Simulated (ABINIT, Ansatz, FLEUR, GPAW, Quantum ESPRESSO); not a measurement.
**CoO: net moment per atom by level of theory**

```cif
data_structure
_symmetry_space_group_name_H-M 'R-3m:H'
_symmetry_Int_Tables_number 166
_cell_length_a 3.0109
_cell_length_b 3.0109
_cell_length_c 7.3198
_cell_angle_alpha 90.000
_cell_angle_beta 90.000
_cell_angle_gamma 120.000
_cell_volume 57.47
loop_
_atom_site_label
_atom_site_type_symbol
_atom_site_symmetry_multiplicity
_atom_site_Wyckoff_symbol
_atom_site_fract_x
_atom_site_fract_y
_atom_site_fract_z
_atom_site_occupancy
Co1 Co 3 a 0.00000 0.00000 0.00000 1
O1 O 3 b 0.33333 0.66667 0.16667 1
```

The cell is a database's computed one, not the measured one.

```tsv
rung	level	program and potentials	cutoff (eV)	k mesh	smearing	task	core time	chip	net moment per atom (μB)	notes
GGA	PBEsol	GPAW, PAW data sets generated for this functional	800	8 × 8 × 8	fermi-dirac 0.05	band structure	30 s	AMD EPYC 9R45 Zen 5	1.45	7.5 valence electrons an atom on average
GGA	PBE	Quantum ESPRESSO, SG15 PBE 1.2	1197	4 × 4 × 4	fermi-dirac 0.05	single point	41 s	Arm Neoverse V1	1.40	coarse mesh; 11.5 valence electrons an atom on average
GGA	PBEsol	Ansatz, all-electron LAPW, scalar-relativistic	-	11 × 11 × 11	fermi-dirac 0.05	single point	46 s	Arm Neoverse V2	1.47	-
GGA	PBEsol	GPAW, PAW data sets generated for this functional	800	11 × 11 × 11	fermi-dirac 0.05	single point	85 s	Arm Neoverse V2	1.47	7.5 valence electrons an atom on average
GGA + U (4 eV)	PBEsol+U (Co d U = 4 eV)	FLEUR, all-electron, FLAPW	-	9 × 9 × 9	fermi-dirac 0.05	single point	92 s	Arm Neoverse V2	1.50	-
GGA + U (5 eV)	PBEsol+U (Co d U = 5 eV)	FLEUR, all-electron, FLAPW	-	9 × 9 × 9	fermi-dirac 0.05	single point	92 s	Arm Neoverse V2	1.50	-
GGA	PBEsol	ABINIT, JTH PAW PBE v2.0	707	11 × 11 × 11	fermi-dirac 0.05	band structure	4.1 min	Arm Neoverse V1	1.47	potentials made for PBE; 11.5 valence electrons an atom on average
GGA	PBE	ABINIT, PseudoDojo NC SR PBE v0.4.1 standard	1252	12 × 12 × 12	fermi-dirac 0.05	optical spectrum	13 min	Intel Xeon 6975P-C Granite Rapids	1.49	11.5 valence electrons an atom on average
```

Times are single runs on shared hosts and different chips, so they are rough; meshes, cutoffs and the tasks' sizes weigh on the time. All rows: collinear spin, ferromagnetic start. Smearing widths are in eV. For a metal such meshes aren't converged. Meshes differ between rows, which moves values too. Meshes are those of the run's cell of 2 atoms unless a note names another. A magnetic state is the one that its parallel start led to; the crystal's real order can differ. Runs on faulty files, with rough fits or with known faults for this quantity aren't shown. No row holds spin-orbit coupling.

By rung: GGA 1.45 to 1.49; GGA + U (4 eV) 1.50; GGA + U (5 eV) 1.50; GGA on coarse meshes 1.40 (μB).
